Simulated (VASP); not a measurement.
# AgCl (Pm-3m) in VASP: a series of runs, part 2 of 2

VASP 6.6.1. Earlier steps stand in the parts before.

**3. Single point, PBE**

File INCAR:

```
PREC     = Accurate       # precision mode
ENCUT    = 340            # plane-wave cutoff, eV
EDIFF    = 1E-6           # SCF threshold, eV
ISMEAR   = 0              # smearing method
SIGMA    = 0.05           # smearing width, eV
LREAL    = F              # projectors in reciprocal space
LASPH    = T              # aspherical terms in the spheres
NELM     = 100            # most SCF steps
ALGO     = Normal         # electronic algorithm
ISIF     = 2              # what is computed and relaxed
LWAVE    = F              # write WAVECAR
LCHARG   = F              # write CHGCAR
GGA      = PE             # functional
ADDGRID  = F
```

File KPOINTS:

```
Automatic mesh
0
Gamma
  2 2 2
```

File POSCAR:

```
AgCl
1.0
    3.4339730000      0.0000000000      0.0000000000
    0.0000000000      3.4339730000      0.0000000000
    0.0000000000      0.0000000000      3.4339730000
Ag Cl
1 1
Direct
    0.0000000000      0.0000000000      0.0000000000
    0.5000000000      0.5000000000      0.5000000000
```

Potentials or basis: VASP PAW PBE potentials, release 64 (Ag, Cl).

Started as:

```console
$ cat potpaw_PBE.64/Ag/POTCAR potpaw_PBE.64/Cl/POTCAR > POTCAR
$ mpirun -np 1 vasp_std > vasp.out
```

OUTCAR:

```text
PREC = Accurate
   ENCUT = 340
   EDIFF = 1E-6
   ISMEAR = 0
   LREAL = F
   LASPH = T
   NELM = 100
   ISIF = 2
   GGA = PE

 Found      4 irreducible k-points:

 Following reciprocal coordinates:
            Coordinates               Weight
  0.000000  0.000000  0.000000      1.000000
  0.500000  0.000000  0.000000      3.000000
  0.500000  0.500000  0.000000      3.000000
  0.500000  0.500000  0.500000      1.000000
   k-points           NKPTS =      4   k-points in BZ     NKDIM =      4   number of bands    NBANDS=     13
   number of dos      NEDOS =    301   number of ions     NIONS =      2
   total plane-waves  NPLWV =  13824
   dimension x,y,z NGX =    24 NGY =   24 NGZ =   24
   dimension x,y,z NGXF=    48 NGYF=   48 NGZF=   48
   ions per type =               1   1
   NGX,Y,Z   is equivalent  to a cutoff of  11.62, 11.62, 11.62 a.u.
   NGXF,Y,Z  is equivalent  to a cutoff of  23.24, 23.24, 23.24 a.u.
 SYSTEM =  unknown system
   PREC   = accura    normal or accurate (medium, high low for compatibility)
   ISTART =      0    job   : 0-new  1-cont  2-samecut
   ICHARG =      2    charge: 1-file 2-atom 10-const
   ISPIN  =      1    spin polarized calculation?
   LNONCOLLINEAR =      F non collinear calculations
   LSORBIT =      F    spin-orbit coupling
   LASPH  =      T    aspherical Exc in radial PAW
   ENCUT  =  340.0 eV  24.99 Ry    5.00 a.u.   5.16  5.16  5.16*2*pi/ulx,y,z
   NELM   =    100;   NELMIN=  2; NELMDL= -5     # of ELM steps
   EDIFF  = 0.1E-05   stopping-criterion for ELM
   LREAL  =      F    real-space projection
   EDIFFG = 0.1E-04   stopping-criterion for IOM
   NSW    =      0    number of steps for IOM
   IBRION =     -1    ionic relax: 0-MD 1-quasi-New 2-CG
   NFREE  =      0    steps in history (QN), initial steepest desc. (CG)
   ISIF   =      2    stress and relaxation
   ISYM   =      2    0-nonsym 1-usesym 2-fastsym
   POTIM  = 0.5000    time-step for ionic-motion
   TEBEG  =    0.0;   TEEND  =   0.0 temperature during run
   PSTRESS=    0.0 pullay stress
   NELECT =      18.0000    total number of electrons
   NUPDOWN=      -1.0000    fix difference up-down
   EMIN   =  10.00;   EMAX   =-10.00  energy-range for DOS
   EFERMI =   0.00;   METHOD = LEGACY
   ISMEAR =     0;   SIGMA  =   0.05  broadening in eV -4-tet -1-fermi 0-gaus
   EFERMI_NEDOS =   21; number of points for ismear=-14 and -15
   IALGO  =     38    algorithm
   IMIX   =      4    mixing-type and parameters
     AMIX     =   0.40;   BMIX     =  1.00
     AMIX_MAG =   1.60;   BMIX_MAG =  1.00
  volume/ion in A,a.u.               =      20.25       136.63
  Fermi-wavevector in a.u.,A,eV,Ry     =   1.249402  2.361027 21.238760  1.561005
  Thomas-Fermi vector in A             =   2.383444
   LORBIT       =      0    0 simple, 1 ext, 2 COOP (PROOUT), +10 PAW based schemes
   GGA     = PE    functional components
   LHFCALC =     F    Hartree Fock is set to
   AEXX    =    0.0000 exact exchange contribution
   IVDW    =     0    specifies the selected vdW correction
   LEPSILON=     F    determine dielectric tensor
   LRPA    =     F    only Hartree local field effects (RPA)
 non-spin polarized calculation
 Gauss-broadening in eV      SIGMA  =   0.05
  energy-cutoff  :      340.00
  volume of cell :       40.49
 maximum number of plane-waves:       587
 NGX is ok and might be reduce to    24
   NGX = 11   NGY = 11   NGZ = 11

 number of electron      17.9999990 magnetization

 Free energy of the ion-electron system (eV)
  ---------------------------------------------------
  ext. energy  EPLUGINS =         0.00000000
  ---------------------------------------------------
  free energy    TOTEN  =        -4.16258589 eV

  energy without entropy =       -4.16258538  energy(sigma->0) =       -4.16258564

 E-fermi :   4.3612     XC(G=0): -10.3038

 val. band max:        4.1933329697   @ k =   0.5000   0.0000   0.0000
 cond. band min:       4.5158650212   @ k =   0.0000   0.0000   0.0000
 fundamental gap:      0.3225320515
 Fermi energy:         4.3612485110

 k-point     1 :       0.0000    0.0000    0.0000
  band No.  band energies     occupation
      1     -10.2069      2.00000
      2       1.0535      2.00000
      3       1.0535      2.00000
      4       1.9922      2.00000
      5       1.9922      2.00000
      6       1.9922      2.00000
      7       2.8144      2.00000
      8       2.8144      2.00000
      9       2.8144      2.00000
     10       4.5159      0.00001
     11      13.4931      0.00000
     12      13.4931      0.00000
     13      17.6034      0.00000
[... 34 lines left out ...]
  band No.  band energies     occupation
      1      -9.0139      2.00000
      2      -0.2625      2.00000
      3      -0.2625      2.00000
      4      -0.2625      2.00000
      5       2.2897      2.00000
      6       2.2897      2.00000
      7       3.8663      2.00000
      8       3.8663      2.00000
      9       3.8663      2.00000
     10       8.7189      0.00000
     11       8.7189      0.00000
     12       8.7189      0.00000
     13      10.5313      0.00000

------------------------ aborting loop because EDIFF is reached ----------------------------------------

  FORCE on cell =-STRESS in cart. coord.  units (eV):
  Direction    XX          YY          ZZ          XY          YZ          ZX
  --------------------------------------------------------------------------------------
  -------------------------------------------------------------------------------------
  Total        1.6335931      1.6335931      1.6335931     -0.0000000     -0.0000000      0.0000000
  in kB       64.6344166     64.6344166     64.6344166     -0.0000000     -0.0000000      0.0000000
  external PRESSURE =      64.6344166 kB  Pullay stress =       0.0000000 kB

 VOLUME and BASIS-vectors are now :
 -----------------------------------------------------------------------------
  energy-cutoff  :      340.00
  volume of cell :       40.49
      direct lattice vectors                 reciprocal lattice vectors
     3.433973000  0.000000000  0.000000000     0.291207881  0.000000000  0.000000000
     0.000000000  3.433973000  0.000000000     0.000000000  0.291207881  0.000000000
     0.000000000  0.000000000  3.433973000     0.000000000  0.000000000  0.291207881

 POSITION                                       TOTAL-FORCE (eV/Angst)
 -----------------------------------------------------------------------------------
      0.00000      0.00000      0.00000         0.000000      0.000000      0.000000
      1.71699      1.71699      1.71699         0.000000      0.000000      0.000000
 -----------------------------------------------------------------------------------
    total drift:                                0.000000      0.000000     -0.000000

  FREE ENERGIE OF THE ION-ELECTRON SYSTEM (eV)
  ---------------------------------------------------
  free  energy   TOTEN  =        -4.1625858948 eV

  energy  without entropy=       -4.1625853793  energy(sigma->0) =       -4.16258564
```

OSZICAR:

```text
N       E                     dE             d eps       ncg     rms          rms(c)
DAV:   1     0.822014029831E+02    0.82201E+02   -0.70984E+03   120   0.900E+02
DAV:   2    -0.168627545817E+01   -0.83888E+02   -0.74448E+02   119   0.210E+02
DAV:   3    -0.468723337780E+01   -0.30010E+01   -0.29926E+01   109   0.435E+01
DAV:   4    -0.470941861912E+01   -0.22185E-01   -0.22184E-01   124   0.402E+00
DAV:   5    -0.470967163624E+01   -0.25302E-03   -0.25302E-03   109   0.439E-01    0.444E+00
DAV:   6    -0.421164165888E+01    0.49803E+00   -0.77273E-01   117   0.105E+01    0.362E+00
DAV:   7    -0.416733711820E+01    0.44305E-01   -0.20193E-01   104   0.359E+00    0.216E+00
DAV:   8    -0.416282203921E+01    0.45151E-02   -0.11215E-02   104   0.116E+00    0.469E-01
DAV:   9    -0.416250278402E+01    0.31926E-03   -0.90459E-04   104   0.371E-01    0.724E-02
DAV:  10    -0.416257408029E+01   -0.71296E-04   -0.18728E-04   119   0.150E-01    0.587E-02
DAV:  11    -0.416258572329E+01   -0.11643E-04   -0.13442E-05   104   0.341E-02    0.784E-03
DAV:  12    -0.416258589480E+01   -0.17150E-06   -0.22115E-06    83   0.123E-02
   1 F= -.41625859E+01 E0= -.41625856E+01  d E =-.515479E-06
```

stdout:

```text
POSCAR found type information on POSCAR AgCl
 POSCAR found :  2 types and       2 ions
 scaLAPACK will be used
 LDA part: xc-table for (Slater+PW92), standard interpolation
 POSCAR, INCAR and KPOINTS ok, starting setup
 FFT: planning ... GRIDC
 FFT: planning ... GRID_SOFT
 FFT: planning ... GRID
 WAVECAR not read
 entering main loop
```

Run time: 2.7 s. Hardware: 1 thread of AMD EPYC 9R45 (Zen 5), shared host; peak memory 0.09 GiB.

The run converged, but some of its settings lie outside the range that counts as converged, so its numbers aren't taken as properties of the crystal.

Results:

* Free energy: -4.1626 eV
* Pressure: 6.5 GPa
* Band gap on the k mesh: 0.32 eV, indirect (least direct gap 1.70 eV)

Caveat: the k mesh is coarse (spacing up to 0.91 Å⁻¹), so the values aren't converged.

**4. Single point, PBE**

Changes to INCAR since step 3:

```diff
@@ -1,3 +1,3 @@
 PREC     = Accurate       # precision mode
-ENCUT    = 340            # plane-wave cutoff, eV
+ENCUT    = 400            # plane-wave cutoff, eV
 EDIFF    = 1E-6           # SCF threshold, eV
```

KPOINTS is that of step 3.

POSCAR is that of step 3.

Potentials or basis: VASP PAW PBE potentials, release 64 (Ag, Cl).

Started as:

```console
$ cat potpaw_PBE.64/Ag/POTCAR potpaw_PBE.64/Cl/POTCAR > POTCAR
$ mpirun -np 1 vasp_std > vasp.out
```

OUTCAR:

```text
PREC = Accurate
   ENCUT = 400
   EDIFF = 1E-6
   ISMEAR = 0
   LREAL = F
   LASPH = T
   NELM = 100
   ISIF = 2
   GGA = PE

 Found      4 irreducible k-points:

 Following reciprocal coordinates:
            Coordinates               Weight
  0.000000  0.000000  0.000000      1.000000
  0.500000  0.000000  0.000000      3.000000
  0.500000  0.500000  0.000000      3.000000
  0.500000  0.500000  0.500000      1.000000
[... 138 lines left out ...]

------------------------ aborting loop because EDIFF is reached ----------------------------------------

  FORCE on cell =-STRESS in cart. coord.  units (eV):
  Direction    XX          YY          ZZ          XY          YZ          ZX
  --------------------------------------------------------------------------------------
  -------------------------------------------------------------------------------------
  Total        1.6947537      1.6947537      1.6947537      0.0000000      0.0000000      0.0000000
  in kB       67.0542860     67.0542860     67.0542860      0.0000000      0.0000000      0.0000000
  external PRESSURE =      67.0542860 kB  Pullay stress =       0.0000000 kB

 VOLUME and BASIS-vectors are now :
 -----------------------------------------------------------------------------
  energy-cutoff  :      400.00
  volume of cell :       40.49
      direct lattice vectors                 reciprocal lattice vectors
     3.433973000  0.000000000  0.000000000     0.291207881  0.000000000  0.000000000
     0.000000000  3.433973000  0.000000000     0.000000000  0.291207881  0.000000000
     0.000000000  0.000000000  3.433973000     0.000000000  0.000000000  0.291207881

 POSITION                                       TOTAL-FORCE (eV/Angst)
 -----------------------------------------------------------------------------------
      0.00000      0.00000      0.00000         0.000000      0.000000      0.000000
      1.71699      1.71699      1.71699         0.000000      0.000000      0.000000
 -----------------------------------------------------------------------------------
    total drift:                               -0.000000      0.000000     -0.000000

  FREE ENERGIE OF THE ION-ELECTRON SYSTEM (eV)
  ---------------------------------------------------
  free  energy   TOTEN  =        -4.1623454373 eV

  energy  without entropy=       -4.1623450503  energy(sigma->0) =       -4.16234524
```

Wall time 2.4 s (1 thread of AMD EPYC 9R45 (Zen 5), shared host); peak memory 0.1 GiB.

The run converged, but some of its settings lie outside the range that counts as converged, so its numbers aren't taken as properties of the crystal.

Results:

```
Free energy            : -4.1623 eV
Pressure               : 6.7 GPa
Band gap on the k mesh : 0.33 eV, indirect (least direct gap 1.70 eV)
```

Caveat: the k mesh is coarse (spacing up to 0.91 Å⁻¹), so the values aren't converged.

**5. Single point, PBE**

Changes to INCAR since step 4:

```diff
@@ -1,3 +1,3 @@
 PREC     = Accurate       # precision mode
-ENCUT    = 400            # plane-wave cutoff, eV
+ENCUT    = 460            # plane-wave cutoff, eV
 EDIFF    = 1E-6           # SCF threshold, eV
```

KPOINTS is that of step 4.

POSCAR is that of step 4.

Started as:

```console
$ cat potpaw_PBE.64/Ag/POTCAR potpaw_PBE.64/Cl/POTCAR > POTCAR
$ mpirun -np 1 vasp_std > vasp.out
```

Run time: 2.4 s. Hardware: 1 thread of AMD EPYC 9R45 (Zen 5), shared host; peak memory 0.1 GiB.

These settings aren't checked as converged: the numbers below hold their error.

Results:

| Quantity | Value |
| --- | --- |
| Free energy | -4.1631 eV |
| Pressure | 6.9 GPa |
| Band gap on the k mesh | 0.33 eV, indirect (least direct gap 1.71 eV) |

Caveat: the k mesh is coarse (spacing up to 0.91 Å⁻¹), so the values aren't converged.
